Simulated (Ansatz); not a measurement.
Take LiCl in the rock salt structure (space group Fm-3m, No. 225; a = 5.064 Å) as the base. Axes: x, y, z lie along the cube axes.

Computed with DFT with PBEsol, PAW potentials and a 420 eV plane-wave cutoff in Ansatz (a first-principles code), without spin-orbit coupling.

One thing is altered: uniaxial strain ε_zz = +2.00 %, all other strain components held at zero, atoms relaxed at fixed cell.

Task: Predict the stress tensor and what it implies for the stiffness.

Result: Stress of the strained cell less that of the base (GPa, compression positive):
```
  -0.40    0.00    0.00
   0.00   -0.40    0.00
   0.00    0.00   -1.12
```

Then −Δσ_ii/ε with ε = 0.0200 gives secant stiffness values (nonlinear terms included at this strain): C33 ≈ 56 GPa, C13 ≈ 20 GPa and C23 ≈ 20 GPa.

Stability against distortions was not tested.
